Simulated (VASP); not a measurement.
# CoSi (P2_13) in VASP: a series of runs

Runs on CoSi. Level: PBE. Tasks: relaxation of cell and atoms.

Program: VASP 6.6.1. These are calculated values, not measurements. Logs are shortened: lines on timing, memory, paths and dates and some standing lists are left out, and cuts for length are marked.

## 1. Starting point

It takes space group P2_13 (No. 198, cubic). Conventional cell: a = 4.438 Å, b = 4.438 Å, c = 4.438 Å, α = 90.00°, β = 90.00°, γ = 90.00°. Co (site symmetry 3) has 7 Si at 2.28 to 2.47 Å as nearest neighbours. Around Si (site symmetry 3) lie 7 Co at 2.28 to 2.47 Å.

## 2. Relaxation of cell and atoms, PBE

File INCAR:

```
ALGO = Normal
EDIFF = 1E-6
EDIFFG = -0.01
ENCUT = 600
GGA = PE
IBRION = 2
ISIF = 3
ISMEAR = 1
KPAR = 4
LASPH = T
LCHARG = F
LREAL = F
LWAVE = F
NELM = 80
NSW = 90
PREC = Accurate
SIGMA = 0.1
```

File KPOINTS:

```
k-points
0
Gamma
  8 8 8
```

File POSCAR:

```
CoSi
1.0
    4.4380000000      0.0000000000      0.0000000000
    0.0000000000      4.4380000000      0.0000000000
    0.0000000000      0.0000000000      4.4380000000
Co Si
4 4
Direct
    0.1400000000      0.1400000000      0.1400000000
    0.3600000000      0.8600000000      0.6400000000
    0.6400000000      0.3600000000      0.8600000000
    0.8600000000      0.6400000000      0.3600000000
    0.8430000000      0.8430000000      0.8430000000
    0.6570000000      0.1570000000      0.3430000000
    0.3430000000      0.6570000000      0.1570000000
    0.1570000000      0.3430000000      0.6570000000
```

Potentials or basis: VASP PAW PBE potentials, release 64 (Co, Si).

Launch:

```bash
cat potpaw_PBE.64/Co/POTCAR potpaw_PBE.64/Si/POTCAR > POTCAR
mpirun -np 4 vasp_std > vasp.out
```

OUTCAR:

```text
EDIFF = 1E-6
   EDIFFG = -0.01
   ENCUT = 600
   GGA = PE
   IBRION = 2
   ISIF = 3
   ISMEAR = 1
   LASPH = T
   LREAL = F
   NELM = 80
   NSW = 90
   PREC = Accurate

 ion  position               nearest neighbor table
   1  0.140  0.140  0.140-   5 2.28   6 2.33   7 2.33   8 2.33   7 2.47   8 2.47   6 2.47   2 2.72
                             4 2.72   2 2.72   4 2.72   3 2.72   3 2.72
   2  0.360  0.860  0.640-   6 2.28   5 2.33   7 2.33   8 2.33   7 2.47   8 2.47   5 2.47   1 2.72
                             3 2.72   1 2.72   3 2.72   4 2.72   4 2.72
   3  0.640  0.360  0.860-   7 2.28   6 2.33   5 2.33   8 2.33   8 2.47   6 2.47   5 2.47   4 2.72
                             2 2.72   2 2.72   4 2.72   1 2.72   1 2.72
   4  0.860  0.640  0.360-   8 2.28   6 2.33   7 2.33   5 2.33   6 2.47   5 2.47   7 2.47   3 2.72
                             1 2.72   1 2.72   3 2.72   2 2.72   2 2.72
   5  0.843  0.843  0.843-   1 2.28   2 2.33   3 2.33   4 2.33   3 2.47   4 2.47   2 2.47   6 2.75
                             7 2.75   8 2.75   6 2.75   8 2.75   7 2.75
   6  0.657  0.157  0.343-   2 2.28   1 2.33   3 2.33   4 2.33   3 2.47   4 2.47   1 2.47   8 2.75
                             5 2.75   5 2.75   7 2.75   7 2.75   8 2.75
   7  0.343  0.657  0.157-   3 2.28   2 2.33   1 2.33   4 2.33   4 2.47   2 2.47   1 2.47   8 2.75
                             5 2.75   8 2.75   6 2.75   6 2.75   5 2.75
   8  0.157  0.343  0.657-   4 2.28   2 2.33   3 2.33   1 2.33   2 2.47   1 2.47   3 2.47   7 2.75
                             5 2.75   7 2.75   5 2.75   6 2.75   6 2.75

  LATTYP: Found a simple cubic cell.
 ALAT       =     4.4380000000

  Lattice vectors:

 A1 = (   4.4380000000,   0.0000000000,   0.0000000000)
 A2 = (   0.0000000000,   4.4380000000,   0.0000000000)
 A3 = (   0.0000000000,   0.0000000000,   4.4380000000)

Analysis of symmetry for initial positions (statically):
=====================================================================
 Subroutine PRICEL returns:
 Original cell was already a primitive cell.

 Routine SETGRP: Setting up the symmetry group for a
 simple cubic supercell.

 Subroutine GETGRP returns: Found 12 space group operations
 (whereof  3 operations were pure point group operations)
 out of a pool of 48 trial point group operations.

The static configuration has the point symmetry C_3 .
 The point group associated with its full space group is T   .

Analysis of symmetry for dynamics (positions and initial velocities):
=====================================================================
 Subroutine PRICEL returns:
 Original cell was already a primitive cell.

 Routine SETGRP: Setting up the symmetry group for a
 simple cubic supercell.

 Subroutine GETGRP returns: Found 12 space group operations
 (whereof  3 operations were pure point group operations)
 out of a pool of 48 trial point group operations.

The dynamic configuration has the point symmetry C_3 .
 The point group associated with its full space group is T   .

 Subroutine INISYM returns: Found 12 space group operations
 (whereof  3 operations are pure point group operations),
 and found     1 'primitive' translations

----------------------------------------------------------------------------------------

                                     Primitive cell

  volume of cell :      87.4102

  direct lattice vectors                    reciprocal lattice vectors
     4.438000000  0.000000000  0.000000000     0.225326724  0.000000000  0.000000000
     0.000000000  4.438000000  0.000000000     0.000000000  0.225326724  0.000000000
     0.000000000  0.000000000  4.438000000     0.000000000  0.000000000  0.225326724

  length of vectors
     4.438000000  4.438000000  4.438000000     0.225326724  0.225326724  0.225326724

  position of ions in fractional coordinates (direct lattice)
     0.140000000  0.140000000  0.140000000
     0.360000000  0.860000000  0.640000000
     0.640000000  0.360000000  0.860000000
     0.860000000  0.640000000  0.360000000
     0.843000000  0.843000000  0.843000000
     0.657000000  0.157000000  0.343000000
     0.343000000  0.657000000  0.157000000
     0.157000000  0.343000000  0.657000000

  ion indices of the primitive-cell ions
   primitive index   ion index
                 1           1
                 2           2
                 3           3
                 4           4
                 5           5
                 6           6
                 7           7
                 8           8

----------------------------------------------------------------------------------------

 KPOINTS: k-points

Automatic generation of k-mesh.
 Grid dimensions read from file:
 generate k-points for:    8    8    8

 Generating k-lattice:

  Cartesian coordinates                     Fractional coordinates (reciprocal lattice)
     0.028165840  0.000000000  0.000000000     0.125000000  0.000000000  0.000000000
     0.000000000  0.028165840  0.000000000     0.000000000  0.125000000  0.000000000
     0.000000000  0.000000000  0.028165840     0.000000000  0.000000000  0.125000000

  Length of vectors
     0.028165840  0.028165840  0.028165840

  Shift w.r.t. Gamma in fractional coordinates (k-lattice)
     0.000000000  0.000000000  0.000000000

 Subroutine IBZKPT returns following result:
 ===========================================

 Found     45 irreducible k-points:

 Following reciprocal coordinates:
            Coordinates               Weight
  0.000000  0.000000  0.000000      1.000000
  0.125000  0.000000  0.000000      6.000000
  0.250000  0.000000  0.000000      6.000000
  0.375000  0.000000  0.000000      6.000000
  0.500000  0.000000  0.000000      3.000000
  0.125000  0.125000  0.000000     12.000000
[... 16 lines left out ...]
  0.250000  0.125000  0.125000     24.000000
  0.375000  0.125000  0.125000     24.000000
 [... further k-points ...]
   k-points           NKPTS =     45   k-points in BZ     NKDIM =     45   number of bands    NBANDS=     31
   number of dos      NEDOS =    301   number of ions     NIONS =      8
   total plane-waves  NPLWV =  46656
   dimension x,y,z NGX =    36 NGY =   36 NGZ =   36
   dimension x,y,z NGXF=    72 NGYF=   72 NGZF=   72
   ions per type =               4   4
   NGX,Y,Z   is equivalent  to a cutoff of  13.49, 13.49, 13.49 a.u.
   NGXF,Y,Z  is equivalent  to a cutoff of  26.97, 26.97, 26.97 a.u.
 SYSTEM =  unknown system
   PREC   = accura    normal or accurate (medium, high low for compatibility)
   ISTART =      0    job   : 0-new  1-cont  2-samecut
   ICHARG =      2    charge: 1-file 2-atom 10-const
   ISPIN  =      1    spin polarized calculation?
   LNONCOLLINEAR =      F non collinear calculations
   LSORBIT =      F    spin-orbit coupling
   LASPH  =      T    aspherical Exc in radial PAW
   ENCUT  =  600.0 eV  44.10 Ry    6.64 a.u.   8.86  8.86  8.86*2*pi/ulx,y,z
   NELM   =     80;   NELMIN=  2; NELMDL= -5     # of ELM steps
   EDIFF  = 0.1E-05   stopping-criterion for ELM
   LREAL  =      F    real-space projection
   EDIFFG = -.1E-01   stopping-criterion for IOM
   NSW    =     90    number of steps for IOM
   IBRION =      2    ionic relax: 0-MD 1-quasi-New 2-CG
   NFREE  =      1    steps in history (QN), initial steepest desc. (CG)
   ISIF   =      3    stress and relaxation
   ISYM   =      2    0-nonsym 1-usesym 2-fastsym
   POTIM  = 0.5000    time-step for ionic-motion
   TEBEG  =    0.0;   TEEND  =   0.0 temperature during run
   PSTRESS=    0.0 pullay stress
   NELECT =      52.0000    total number of electrons
   NUPDOWN=      -1.0000    fix difference up-down
   EMIN   =  10.00;   EMAX   =-10.00  energy-range for DOS
   EFERMI =   0.00;   METHOD = LEGACY
   ISMEAR =     1;   SIGMA  =   0.10  broadening in eV -4-tet -1-fermi 0-gaus
   EFERMI_NEDOS =   21; number of points for ismear=-14 and -15
   IALGO  =     38    algorithm
   IMIX   =      4    mixing-type and parameters
     AMIX     =   0.40;   BMIX     =  1.00
     AMIX_MAG =   1.60;   BMIX_MAG =  1.00
  volume/ion in A,a.u.               =      10.93        73.73
  Fermi-wavevector in a.u.,A,eV,Ry     =   1.376856  2.601881 25.793021  1.895734
  Thomas-Fermi vector in A             =   2.502063
   LORBIT       =      0    0 simple, 1 ext, 2 COOP (PROOUT), +10 PAW based schemes
   GGA     = PE    functional components
   LHFCALC =     F    Hartree Fock is set to
   AEXX    =    0.0000 exact exchange contribution
   IVDW    =     0    specifies the selected vdW correction
   LEPSILON=     F    determine dielectric tensor
   LRPA    =     F    only Hartree local field effects (RPA)
 conjugate gradient relaxation of ions
 non-spin polarized calculation
 Methfessel and Paxton  Order N= 1 SIGMA  =   0.10
  energy-cutoff  :      600.00
  volume of cell :       87.41
 maximum number of plane-waves:      2968
   NGX = 17   NGY = 17   NGZ = 17

--------------------------------------- Ionic step        1  -------------------------------------------

 number of electron      51.9999992 magnetization

 Free energy of the ion-electron system (eV)
  ---------------------------------------------------
  ext. energy  EPLUGINS =         0.00000000
  ---------------------------------------------------
  free energy    TOTEN  =       -54.72457196 eV

  energy without entropy =      -54.72783601  energy(sigma->0) =      -54.72565997

------------------------ aborting loop because EDIFF is reached ----------------------------------------

  FORCE on cell =-STRESS in cart. coord.  units (eV):
  Direction    XX          YY          ZZ          XY          YZ          ZX
  --------------------------------------------------------------------------------------
  -------------------------------------------------------------------------------------
  Total       -0.2375501     -0.2375501     -0.2375501      0.0000000      0.0000000      0.0000000
  in kB       -4.3541547     -4.3541547     -4.3541547      0.0000000      0.0000000      0.0000000
  external PRESSURE =      -4.3541547 kB  Pullay stress =       0.0000000 kB
[... 237 lines left out ...]
  energy  without entropy=      -54.7498883700  energy(sigma->0) =      -54.74798000

--------------------------------------- Ionic step        7  -------------------------------------------

 number of electron      52.0000003 magnetization

 Free energy of the ion-electron system (eV)
  ---------------------------------------------------
  ext. energy  EPLUGINS =         0.00000000
  ---------------------------------------------------
  free energy    TOTEN  =       -54.74709739 eV

  energy without entropy =      -54.74997010  energy(sigma->0) =      -54.74805496

 E-fermi :  12.1071     XC(G=0): -12.8718

 val. band max:       12.1037555165   @ k =   0.1250   0.1250   0.1250
 cond. band min:      12.1138745564   @ k =   0.0000   0.0000   0.0000
 fundamental gap:      0.0101190400
 Fermi energy:        12.1071090832

 k-point     1 :       0.0000    0.0000    0.0000
  band No.  band energies     occupation
      1      -1.5576      2.00000
      2       3.9399      2.00000
      3       3.9399      2.00000
      4       3.9399      2.00000
      5       6.6406      2.00000
      6       6.6406      2.00000
[... 805 lines left out ...]
     30      14.1112      0.00000
     31      14.9641      0.00000

 [... further k-points ...]

------------------------ aborting loop because EDIFF is reached ----------------------------------------

  FORCE on cell =-STRESS in cart. coord.  units (eV):
  Direction    XX          YY          ZZ          XY          YZ          ZX
  --------------------------------------------------------------------------------------
  -------------------------------------------------------------------------------------
  Total        0.0050848      0.0050848      0.0050848      0.0000000      0.0000000      0.0000000
  in kB        0.0937459      0.0937459      0.0937459      0.0000000      0.0000000      0.0000000
  external PRESSURE =       0.0937459 kB  Pullay stress =       0.0000000 kB
[... 23 lines left out ...]
  FREE ENERGIE OF THE ION-ELECTRON SYSTEM (eV)
  ---------------------------------------------------
  free  energy   TOTEN  =       -54.7470973850 eV

  energy  without entropy=      -54.7499701017  energy(sigma->0) =      -54.74805496

 reached required accuracy - stopping structural energy minimisation
```

Run time: 3.9 min. Hardware: 4 MPI ranks of Intel Xeon Platinum 8488C (Sapphire Rapids), shared host; peak memory 0.28 GiB.

What came out:

| Property | Result |
| --- | --- |
| Free energy | -54.7471 eV |
| Relaxed volume | 10.86 Å³/atom |
| Relaxed cell | a = 4.429 Å, b = 4.429 Å, c = 4.429 Å, α = 90.00°, β = 90.00°, γ = 90.00° |
| Space group after relaxing (to 0.05 Å) | P2_13 (No. 198) |
| Energy gained by relaxing | 2.8 meV/atom |
| Ionic steps | 7 |
| Pressure after relaxing | 0.0 GPa |
| Band gap on the k mesh | none (metal or under the smearing width) |

Step by step:
```tsv
step	energy change (eV)	largest force (eV/Å)	pressure (GPa)	volume (Å³)
1	0.0000	0.2729	-0.44	87.41
2	-0.0125	0.1891	0.20	87.04
3	-0.0191	0.0835	1.30	86.47
4	-0.0192	0.0697	-1.29	87.40
5	-0.0220	0.0595	-0.03	86.94
6	-0.0225	0.0204	0.02	86.91
7	-0.0225	0.0007	0.01	86.90
```

Final structure:
```xyz
8
Lattice="4.4294 0.0000 0.0000 0.0000 4.4294 0.0000 0.0000 0.0000 4.4294" Properties=species:S:1:pos:R:3 pbc="T T T"
Co    0.6428    0.6428    0.6428
Co    1.5719    3.7866    2.8575
Co    2.8575    1.5719    3.7866
Co    3.7866    2.8575    1.5719
Si    3.7349    3.7349    3.7349
Si    2.9092    0.6945    1.5202
Si    1.5202    2.9092    0.6945
Si    0.6945    1.5202    2.9092
```

Spin polarisation is off, so any magnetic state and its effect on volume and gap are missing.

## 3. Relaxation of cell and atoms, PBE

This run uses another cell than the first one, of 10.86 Å³/atom, 0.994 times its volume.

INCAR: that of step 2 with these lines changed.

```diff
@@ -1,4 +1,4 @@
 ALGO = Normal
-EDIFF = 1E-6
-EDIFFG = -0.01
+EDIFF = 1E-7
+EDIFFG = -0.005
 ENCUT = 600
```

KPOINTS is that of step 2.

File POSCAR:

```
CoSi                                    
1.0
    4.4294053314      0.0000000000      0.0000000000
    0.0000000000      4.4294053314      0.0000000000
    0.0000000000     -0.0000000000      4.4294053314
  Co              Si            
     4     4
Direct
     0.1451145232526219    0.1451145232526219    0.1451145232526219
     0.3548854767473780    0.8548854767473780    0.6451145232526220
     0.6451145232526220    0.3548854767473780    0.8548854767473780
     0.8548854767473780    0.6451145232526220    0.3548854767473780
     0.8432104053820318    0.8432104053820318    0.8432104053820318
     0.6567895946179682    0.1567895946179681    0.3432104053820319
     0.3432104053820319    0.6567895946179682    0.1567895946179681
     0.1567895946179681    0.3432104053820319    0.6567895946179682
```

Potentials or basis: VASP PAW PBE potentials, release 64 (Co, Si).

Launch:

```bash
cat potpaw_PBE.64/Co/POTCAR potpaw_PBE.64/Si/POTCAR > POTCAR
mpirun -np 4 vasp_std > vasp.out
```

OUTCAR:

```text
EDIFF = 1E-7
   EDIFFG = -0.005
   ENCUT = 600
   GGA = PE
   IBRION = 2
   ISIF = 3
   ISMEAR = 1
   LASPH = T
   LREAL = F
   NELM = 80
   NSW = 90
   PREC = Accurate

 ion  position               nearest neighbor table
   1  0.145  0.145  0.145-   5 2.32   6 2.33   7 2.33   8 2.33   6 2.43   7 2.43   8 2.43   3 2.72
                             4 2.72   2 2.72   2 2.72   4 2.72   3 2.72
   2  0.355  0.855  0.645-   6 2.32   5 2.33   7 2.33   8 2.33   5 2.43   8 2.43   7 2.43   1 2.72
                             1 2.72   3 2.72   3 2.72   4 2.72   4 2.72
   3  0.645  0.355  0.855-   7 2.32   6 2.33   5 2.33   8 2.33   8 2.43   6 2.43   5 2.43   1 2.72
                             4 2.72   2 2.72   2 2.72   4 2.72   1 2.72
   4  0.855  0.645  0.355-   8 2.32   6 2.33   7 2.33   5 2.33   7 2.43   5 2.43   6 2.43   1 2.72
[... 1045 lines left out ...]
 -----------------------------------------------------------------------------
  energy-cutoff  :      600.00
  volume of cell :       86.90
      direct lattice vectors                 reciprocal lattice vectors
     4.429405331  0.000000000  0.000000000     0.225763940  0.000000000  0.000000000
     0.000000000  4.429405331  0.000000000     0.000000000  0.225763940  0.000000000
     0.000000000  0.000000000  4.429405331     0.000000000  0.000000000  0.225763940

 POSITION                                       TOTAL-FORCE (eV/Angst)
 -----------------------------------------------------------------------------------
      0.64277      0.64277      0.64277         0.000182      0.000182      0.000182
      1.57193      3.78663      2.85747        -0.000182     -0.000182      0.000182
      2.85747      1.57193      3.78663         0.000182     -0.000182     -0.000182
      3.78663      2.85747      1.57193        -0.000182      0.000182     -0.000182
      3.73492      3.73492      3.73492         0.000214      0.000214      0.000214
      2.90919      0.69448      1.52022        -0.000214     -0.000214      0.000214
      1.52022      2.90919      0.69448         0.000214     -0.000214     -0.000214
      0.69448      1.52022      2.90919        -0.000214      0.000214     -0.000214
 -----------------------------------------------------------------------------------
    total drift:                               -0.000000      0.000000      0.000000

  FREE ENERGIE OF THE ION-ELECTRON SYSTEM (eV)
  ---------------------------------------------------
  free  energy   TOTEN  =       -54.7469181854 eV

  energy  without entropy=      -54.7497906968  energy(sigma->0) =      -54.74787569

 reached required accuracy - stopping structural energy minimisation
```

CONTCAR:

```text
CoSi
   1.00000000000000
     4.4294053313999999    0.0000000000000000    0.0000000000000000
     0.0000000000000000    4.4294053313999999    0.0000000000000000
     0.0000000000000000    0.0000000000000000    4.4294053313999999
  Co              Si
     4     4
Direct
     0.1451145232526230    0.1451145232526230    0.1451145232526230
     0.3548854767473770    0.8548854767473770    0.6451145232526230
     0.6451145232526230    0.3548854767473770    0.8548854767473770
     0.8548854767473770    0.6451145232526230    0.3548854767473770
     0.8432104053820311    0.8432104053820311    0.8432104053820311
     0.6567895946179689    0.1567895946179689    0.3432104053820311
     0.3432104053820311    0.6567895946179689    0.1567895946179689
     0.1567895946179689    0.3432104053820311    0.6567895946179689

  0.00000000E+00  0.00000000E+00  0.00000000E+00
  0.00000000E+00  0.00000000E+00  0.00000000E+00
  0.00000000E+00  0.00000000E+00  0.00000000E+00
  0.00000000E+00  0.00000000E+00  0.00000000E+00
  0.00000000E+00  0.00000000E+00  0.00000000E+00
  0.00000000E+00  0.00000000E+00  0.00000000E+00
  0.00000000E+00  0.00000000E+00  0.00000000E+00
  0.00000000E+00  0.00000000E+00  0.00000000E+00
```

Run time: 59 s. Hardware: 4 MPI ranks of Intel Xeon Platinum 8488C (Sapphire Rapids), shared host; peak memory 0.28 GiB.

Results:

| Item | Value |
| --- | --- |
| Free energy | -54.7469 eV |
| Pressure after relaxing | 0.0 GPa |
| Band gap on the k mesh | none (metal or under the smearing width) |

Final structure:
```
Co Si
1.0
     4.42941    0.00000    0.00000
     0.00000    4.42941    0.00000
     0.00000    0.00000    4.42941
Co Si
4 4
Direct
  0.14511 0.14511 0.14511
  0.35489 0.85489 0.64511
  0.64511 0.35489 0.85489
  0.85489 0.64511 0.35489
  0.84321 0.84321 0.84321
  0.65679 0.15679 0.34321
  0.34321 0.65679 0.15679
  0.15679 0.34321 0.65679
```

Levels at points of the mesh, in eV from the Fermi level:
| k point | band 24 | band 25 | band 26 | band 27 | band 28 | band 29 |
| --- | --- | --- | --- | --- | --- | --- |
| (0.00, 0.00, 0.00) | -0.76 | 0.01 | 0.01 | 0.01 | 2.51 | 2.51 |
| (0.50, 0.00, 0.00) | -0.63 | -0.47 | -0.47 | 1.02 | 1.02 | 1.50 |
| (0.50, 0.50, 0.00) | -0.98 | -0.02 | -0.02 | 0.60 | 0.60 | 2.02 |
| (0.50, 0.50, 0.50) | -1.20 | -0.21 | -0.21 | -0.21 | -0.21 | 5.43 |

Caveat: the relaxation stopped at its first step, so nothing moved. Spin polarisation is off, so any magnetic state and its effect on volume and gap are missing.
